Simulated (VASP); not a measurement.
# ZnO in VASP: a series of runs

The runs below take ZnO through single point, relaxation of the atoms, with LDA.

Everything below comes from runs of VASP 6.6.1. Logs are shortened: lines on timing, memory, paths and dates and some standing lists are left out, and cuts for length are marked.

## (1) Starting point

The cell holds a slab with vacuum, 20 atoms: a = 3.194 Å, b = 5.164 Å, c = 26.986 Å, α = 90.00°, β = 90.00°, γ = 90.00°.

## (2) Single point, LDA

The input, INCAR:

```
ALGO = Normal ; DIPOL = 0.5 0.5 0.500
EDIFF = 1E-6 ; ENCUT = 520
ICORELEVEL = 1 ; IDIPOL = 3
ISIF = 2 ; ISMEAR = 0
LASPH = True ; LCHARG = False
LDIPOL = True ; LREAL = False
LUSENCCL = False ; LVACPOTAV = True
LVHAR = True ; LWAVE = False
NBANDS = 106 ; NELM = 80
PREC = Accurate ; SIGMA = 0.03
```

The input, KPOINTS:

```
k-points
0
Gamma
  8 5 1
```

The input, POSCAR:

```
ZnO
1.0
    3.1939353800      0.0000000000      0.0000000000
    0.0000000000      5.1636360000      0.0000000000
    0.0000000000      0.0000000000     26.9861298300
Zn O
10 10
Direct
    0.9999997600      0.4996490000      0.2779205500
    0.5000008200      0.9996490000      0.3120866800
    0.4999999500      0.4996490000      0.3804187400
    0.0000010200      0.9996490000      0.4145848700
    0.0000001500      0.4996490000      0.4829169300
    0.5000012100      0.9996490000      0.5170830700
    0.5000003400      0.4996490000      0.5854151300
    0.0000014000      0.9996490000      0.6195812600
    0.0000005300      0.4996490000      0.6879133200
    0.5000016000      0.9996490000      0.7220794500
    0.9999997600      0.1213410000      0.2779205500
    0.5000008200      0.6213410000      0.3120866800
    0.4999999500      0.1213410000      0.3804187400
    0.0000010200      0.6213410000      0.4145848700
    0.0000001500      0.1213410000      0.4829169300
    0.5000012100      0.6213410000      0.5170830700
    0.5000003400      0.1213410000      0.5854151300
    0.0000014000      0.6213410000      0.6195812600
    0.0000005300      0.1213410000      0.6879133200
    0.5000016000      0.6213410000      0.7220794500
```

Potentials or basis: VASP PAW LDA potentials, release 64 (Zn, O).

On the command line:

```
> cat potpaw_LDA.64/Zn/POTCAR potpaw_LDA.64/O/POTCAR > POTCAR
> mpirun -np 1 vasp_std > vasp.out
```

OUTCAR:

```text
EDIFF = 1E-6
   ENCUT = 520
   ISIF = 2
   ISMEAR = 0
   LASPH = True
   LREAL = False
   NELM = 80
   PREC = Accurate

 ion  position               nearest neighbor table
   1  1.000  0.500  0.278-  12 1.95  12 1.95  11 1.95
   2  0.500  1.000  0.312-  11 1.95  13 1.95  11 1.95  12 1.95
   3  0.500  0.500  0.380-  14 1.95  12 1.95  14 1.95  13 1.95
   4  0.000  1.000  0.415-  13 1.95  15 1.95  13 1.95  14 1.95
   5  0.000  0.500  0.483-  16 1.95  14 1.95  16 1.95  15 1.95
   6  0.500  1.000  0.517-  15 1.95  17 1.95  15 1.95  16 1.95
   7  0.500  0.500  0.585-  18 1.95  16 1.95  18 1.95  17 1.95
   8  0.000  1.000  0.620-  17 1.95  19 1.95  17 1.95  18 1.95
   9  0.000  0.500  0.688-  20 1.95  18 1.95  20 1.95  19 1.95
  10  0.500  1.000  0.722-  19 1.95  19 1.95  20 1.95
  11  1.000  0.121  0.278-   2 1.95   2 1.95   1 1.95
  12  0.500  0.621  0.312-   1 1.95   3 1.95   1 1.95   2 1.95
  13  0.500  0.121  0.380-   4 1.95   2 1.95   4 1.95   3 1.95
  14  0.000  0.621  0.415-   3 1.95   5 1.95   3 1.95   4 1.95
  15  0.000  0.121  0.483-   6 1.95   4 1.95   6 1.95   5 1.95
  16  0.500  0.621  0.517-   5 1.95   7 1.95   5 1.95   6 1.95
  17  0.500  0.121  0.585-   8 1.95   6 1.95   8 1.95   7 1.95
  18  0.000  0.621  0.620-   7 1.95   9 1.95   7 1.95   8 1.95
  19  0.000  0.121  0.688-  10 1.95   8 1.95  10 1.95   9 1.95
  20  0.500  0.621  0.722-   9 1.95   9 1.95  10 1.95

  LATTYP: Found a simple orthorhombic cell.
 ALAT       =     3.1939353800
 B/A-ratio  =     1.6167002101
 C/A-ratio  =     8.4491784020

  Lattice vectors:

 A1 = (   3.1939353800,   0.0000000000,   0.0000000000)
 A2 = (   0.0000000000,   5.1636360000,   0.0000000000)
 A3 = (   0.0000000000,   0.0000000000,  26.9861298300)

Analysis of symmetry for initial positions (statically):
=====================================================================
 Subroutine PRICEL returns:
 Original cell was already a primitive cell.

 Routine SETGRP: Setting up the symmetry group for a
 simple orthorhombic supercell.

 Subroutine GETGRP returns: Found  4 space group operations
 (whereof  2 operations were pure point group operations)
 out of a pool of  8 trial point group operations.

The static configuration has the point symmetry C_1h.
 The point group associated with its full space group is C_2v.

Analysis of symmetry for dynamics (positions and initial velocities):
=====================================================================
 Subroutine PRICEL returns:
 Original cell was already a primitive cell.

 Routine SETGRP: Setting up the symmetry group for a
 simple orthorhombic supercell.

 Subroutine GETGRP returns: Found  4 space group operations
 (whereof  2 operations were pure point group operations)
 out of a pool of  8 trial point group operations.

The dynamic configuration has the point symmetry C_1h.
 The point group associated with its full space group is C_2v.

 Subroutine INISYM returns: Found  4 space group operations
 (whereof  2 operations are pure point group operations),
 and found     1 'primitive' translations

----------------------------------------------------------------------------------------

                                     Primitive cell

  volume of cell :     445.0639

  direct lattice vectors                    reciprocal lattice vectors
     3.193935380  0.000000000  0.000000000     0.313093373  0.000000000  0.000000000
     0.000000000  5.163636000  0.000000000     0.000000000  0.193661985  0.000000000
     0.000000000  0.000000000 26.986129830     0.000000000  0.000000000  0.037056073

  length of vectors
     3.193935380  5.163636000 26.986129830     0.313093373  0.193661985  0.037056073

  position of ions in fractional coordinates (direct lattice)
     0.999999760  0.499649000  0.277920550
     0.500000820  0.999649000  0.312086680
     0.499999950  0.499649000  0.380418740
     0.000001020  0.999649000  0.414584870
     0.000000150  0.499649000  0.482916930
     0.500001210  0.999649000  0.517083070
[... 12 lines left out ...]
     0.000000530  0.121341000  0.687913320
     0.500001600  0.621341000  0.722079450

  ion indices of the primitive-cell ions
   primitive index   ion index
                 1           1
                 2           2
                 3           3
                 4           4
                 5           5
                 6           6
[... 12 lines left out ...]
                19          19
                20          20

----------------------------------------------------------------------------------------

 KPOINTS: k-points

Automatic generation of k-mesh.
 Grid dimensions read from file:
 generate k-points for:    8    5    1

 Generating k-lattice:

  Cartesian coordinates                     Fractional coordinates (reciprocal lattice)
     0.039136672  0.000000000  0.000000000     0.125000000  0.000000000  0.000000000
     0.000000000  0.038732397  0.000000000     0.000000000  0.200000000  0.000000000
     0.000000000  0.000000000  0.037056073     0.000000000  0.000000000  1.000000000

  Length of vectors
     0.039136672  0.038732397  0.037056073

  Shift w.r.t. Gamma in fractional coordinates (k-lattice)
     0.000000000  0.000000000  0.000000000

 Subroutine IBZKPT returns following result:
 ===========================================

 Found     15 irreducible k-points:

 Following reciprocal coordinates:
            Coordinates               Weight
  0.000000  0.000000  0.000000      1.000000
  0.125000  0.000000  0.000000      2.000000
  0.250000  0.000000  0.000000      2.000000
  0.375000  0.000000  0.000000      2.000000
  0.500000  0.000000  0.000000      1.000000
  0.000000  0.200000  0.000000      2.000000
  0.125000  0.200000  0.000000      4.000000
  0.250000  0.200000  0.000000      4.000000
  0.375000  0.200000  0.000000      4.000000
  0.500000  0.200000  0.000000      2.000000
  0.000000  0.400000  0.000000      2.000000
  0.125000  0.400000  0.000000      4.000000
  0.250000  0.400000  0.000000      4.000000
  0.375000  0.400000  0.000000      4.000000
  0.500000  0.400000  0.000000      2.000000
   k-points           NKPTS =     15   k-points in BZ     NKDIM =     15   number of bands    NBANDS=    106
   number of dos      NEDOS =    301   number of ions     NIONS =     20
   total plane-waves  NPLWV = 201600
   dimension x,y,z NGX =    24 NGY =   40 NGZ =  210
   dimension x,y,z NGXF=    48 NGYF=   80 NGZF=  420
   ions per type =              10  10
   NGX,Y,Z   is equivalent  to a cutoff of  12.49, 12.88, 12.94 a.u.
   NGXF,Y,Z  is equivalent  to a cutoff of  24.98, 25.76, 25.87 a.u.
 SYSTEM =  unknown system
   PREC   = accura    normal or accurate (medium, high low for compatibility)
   ISTART =      0    job   : 0-new  1-cont  2-samecut
   ICHARG =      2    charge: 1-file 2-atom 10-const
   ISPIN  =      1    spin polarized calculation?
   LNONCOLLINEAR =      F non collinear calculations
   LSORBIT =      F    spin-orbit coupling
   LASPH  =      T    aspherical Exc in radial PAW
   ENCUT  =  520.0 eV  38.22 Ry    6.18 a.u.   5.94  9.60 50.18*2*pi/ulx,y,z
   NELM   =     80;   NELMIN=  2; NELMDL= -5     # of ELM steps
   EDIFF  = 0.1E-05   stopping-criterion for ELM
   LREAL  =      F    real-space projection
   EDIFFG = 0.1E-04   stopping-criterion for IOM
   NSW    =      0    number of steps for IOM
   IBRION =     -1    ionic relax: 0-MD 1-quasi-New 2-CG
   NFREE  =      0    steps in history (QN), initial steepest desc. (CG)
   ISIF   =      2    stress and relaxation
   ISYM   =      2    0-nonsym 1-usesym 2-fastsym
   POTIM  = 0.5000    time-step for ionic-motion
   TEBEG  =    0.0;   TEEND  =   0.0 temperature during run
   PSTRESS=    0.0 pullay stress
   NELECT =     180.0000    total number of electrons
   NUPDOWN=      -1.0000    fix difference up-down
   EMIN   =  10.00;   EMAX   =-10.00  energy-range for DOS
   EFERMI =   0.00;   METHOD = LEGACY
   ISMEAR =     0;   SIGMA  =   0.03  broadening in eV -4-tet -1-fermi 0-gaus
   EFERMI_NEDOS =   21; number of points for ismear=-14 and -15
   IALGO  =     38    algorithm
   IMIX   =      4    mixing-type and parameters
     AMIX     =   0.40;   BMIX     =  1.00
     AMIX_MAG =   1.60;   BMIX_MAG =  1.00
  volume/ion in A,a.u.               =      22.25       150.17
  Fermi-wavevector in a.u.,A,eV,Ry     =   1.210667  2.287830 19.942274  1.465716
  Thomas-Fermi vector in A             =   2.346207
   LORBIT       =      0    0 simple, 1 ext, 2 COOP (PROOUT), +10 PAW based schemes
   GGA     = CA    functional components
   LHFCALC =     F    Hartree Fock is set to
   AEXX    =    0.0000 exact exchange contribution
   IVDW    =     0    specifies the selected vdW correction
   LEPSILON=     F    determine dielectric tensor
   LRPA    =     F    only Hartree local field effects (RPA)
 non-spin polarized calculation
 Gauss-broadening in eV      SIGMA  =   0.03
  energy-cutoff  :      520.00
  volume of cell :      445.06
 maximum number of plane-waves:     12036
 NGX is ok and might be reduce to    24
   NGX = 11   NGY = 19   NGZ =101

 dipolmoment           0.000000      0.000000      0.000000 electrons x Angstroem

 number of electron     179.9999935 magnetization

 dipolmoment           0.000000      0.000000     -0.000000 electrons x Angstroem

 Free energy of the ion-electron system (eV)
  ---------------------------------------------------
  ext. energy  EPLUGINS =         0.00000000
  ---------------------------------------------------
  free energy    TOTEN  =      -102.60155902 eV

  energy without entropy =     -102.60155902  energy(sigma->0) =     -102.60155902

 the core state eigenenergies are
   1-  1s  -9474.2632  2s  -1150.0910  2p   -998.6065  3s   -125.2735  3p    -80.1443

   2-  1s  -9472.8241  2s  -1148.7111  2p   -997.2177  3s   -123.9844  3p    -78.8613

   3-  1s  -9473.4434  2s  -1149.3251  2p   -997.8322  3s   -124.6057  3p    -79.4831

   4-  1s  -9473.2366  2s  -1149.1234  2p   -997.6298  3s   -124.4139  3p    -79.2921

   5-  1s  -9473.3098  2s  -1149.1954  2p   -997.7019  3s   -124.4864  3p    -79.3645

   6-  1s  -9473.3098  2s  -1149.1954  2p   -997.7018  3s   -124.4863  3p    -79.3645

   7-  1s  -9473.2366  2s  -1149.1234  2p   -997.6298  3s   -124.4139  3p    -79.2921

   8-  1s  -9473.4434  2s  -1149.3251  2p   -997.8322  3s   -124.6057  3p    -79.4830

   9-  1s  -9472.8241  2s  -1148.7111  2p   -997.2177  3s   -123.9844  3p    -78.8614

  10-  1s  -9474.2632  2s  -1150.0910  2p   -998.6065  3s   -125.2735  3p    -80.1443

  11-  1s   -501.8827
  12-  1s   -503.2481
  13-  1s   -502.6838
  14-  1s   -502.8861
  15-  1s   -502.8143
  16-  1s   -502.8143
  17-  1s   -502.8861
  18-  1s   -502.6838
  19-  1s   -503.2481
  20-  1s   -501.8827

 E-fermi :  -1.6840     XC(G=0):  -6.5448

 val. band max:       -1.8608295393   @ k =   0.0000   0.0000   0.0000
 cond. band min:      -1.3845824052   @ k =   0.0000   0.0000   0.0000
 fundamental gap:      0.4762471341
 Fermi energy:        -1.6839600359

 k-point     1 :       0.0000    0.0000    0.0000
  band No.  band energies     occupation
      1     -20.3028      2.00000
      2     -20.2029      2.00000
      3     -20.0316      2.00000
      4     -19.8009      2.00000
      5     -19.5898      2.00000
      6     -19.4524      2.00000
[... 94 lines left out ...]
    101       4.1764      0.00000
    102       4.9967      0.00000

 k-point     2 :       0.1250    0.0000    0.0000
  band No.  band energies     occupation
      1     -20.2358      2.00000
      2     -20.1476      2.00000
      3     -19.9847      2.00000
      4     -19.7605      2.00000
      5     -19.5519      2.00000
      6     -19.4234      2.00000
[... 1459 lines left out ...]
    101       4.6641      0.00000
    102       4.6641      0.00000
 [bands above 102 left out]

------------------------ aborting loop because EDIFF is reached ----------------------------------------

  FORCE on cell =-STRESS in cart. coord.  units (eV):
  Direction    XX          YY          ZZ          XY          YZ          ZX
  --------------------------------------------------------------------------------------
  -------------------------------------------------------------------------------------
  Total       -2.4996156     -5.8578108     -1.4835026      0.0000000      0.0000000      0.0000000
  in kB       -8.9983207    -21.0874261     -5.3404337      0.0000000      0.0000000      0.0000000
  external PRESSURE =     -11.8087268 kB  Pullay stress =       0.0000000 kB

 VOLUME and BASIS-vectors are now :
 -----------------------------------------------------------------------------
  energy-cutoff  :      520.00
  volume of cell :      445.06
      direct lattice vectors                 reciprocal lattice vectors
     3.193935380  0.000000000  0.000000000     0.313093373  0.000000000  0.000000000
     0.000000000  5.163636000  0.000000000     0.000000000  0.193661985  0.000000000
     0.000000000  0.000000000 26.986129830     0.000000000  0.000000000  0.037056073

 POSITION                                       TOTAL-FORCE (eV/Angst)
 -----------------------------------------------------------------------------------
      3.19393      2.58001      7.50000         0.000000     -1.435659      1.231914
      1.59697      5.16182      8.42201         0.000000      0.721904     -0.840983
      1.59697      2.58001     10.26603         0.000000     -0.231833      0.165035
      0.00000      5.16182     11.18804         0.000000      0.108960     -0.092823
      0.00000      2.58001     13.03206         0.000000     -0.012981      0.037186
      1.59697      5.16182     13.95407         0.000000     -0.012981     -0.037186
[... 12 lines left out ...]
      0.00000      0.62656     18.56412         0.000000      0.072646      0.953550
      1.59697      3.20838     19.48613         0.000000      0.765954     -0.205688
 -----------------------------------------------------------------------------------
    total drift:                               -0.022546     -0.000454     -0.000630

  FREE ENERGIE OF THE ION-ELECTRON SYSTEM (eV)
  ---------------------------------------------------
  free  energy   TOTEN  =      -102.6015590225 eV

  energy  without entropy=     -102.6015590225  energy(sigma->0) =     -102.60155902

 vacuum level on the upper side and lower side of the slab         3.557         3.557
```

Run time: 7.8 min. Hardware: 1 × NVIDIA H100 80GB with 1 thread of AMD EPYC 7R13 (Zen 3), shared host; peak memory 1.7 GiB.

What came out:

```yaml
Free_energy: -102.6016 eV
Largest_force: 1.892 eV/Å
Band_gap_on_the_k_mesh: 0.48 eV, direct
Ionisation_potential_of_the_upper_face: 5.42 eV
```

Forces in eV/Å, atoms in the order of the input:
```
Zn   0.000 -1.436  1.232
Zn   0.000  0.722 -0.841
Zn   0.000 -0.232  0.165
Zn   0.000  0.109 -0.093
Zn   0.000 -0.013  0.037
Zn   0.000 -0.013 -0.037
Zn   0.000  0.109  0.093
Zn   0.000 -0.232 -0.165
Zn   0.000  0.722  0.841
Zn   0.000 -1.436 -1.232
O    0.000  0.766  0.206
O    0.000  0.073 -0.954
O    0.000  0.032  0.332
O    0.000 -0.021 -0.141
O    0.000  0.000  0.069
O    0.000  0.000 -0.069
O    0.000 -0.021  0.141
O    0.000  0.032 -0.332
O    0.000  0.073  0.954
O    0.000  0.766 -0.206
```

Core levels (eV, on the scale of the bands):
```tsv
atom	levels
1 Zn	1s -9474.3, 2s -1150.1, 2p -998.6, 3s -125.3, 3p -80.1
2 Zn	1s -9472.8, 2s -1148.7, 2p -997.2, 3s -124.0, 3p -78.9
3 Zn	1s -9473.4, 2s -1149.3, 2p -997.8, 3s -124.6, 3p -79.5
4 Zn	1s -9473.2, 2s -1149.1, 2p -997.6, 3s -124.4, 3p -79.3
5 Zn	1s -9473.3, 2s -1149.2, 2p -997.7, 3s -124.5, 3p -79.4
6 Zn	1s -9473.3, 2s -1149.2, 2p -997.7, 3s -124.5, 3p -79.4
```

(Continued in part 2 of 2.)
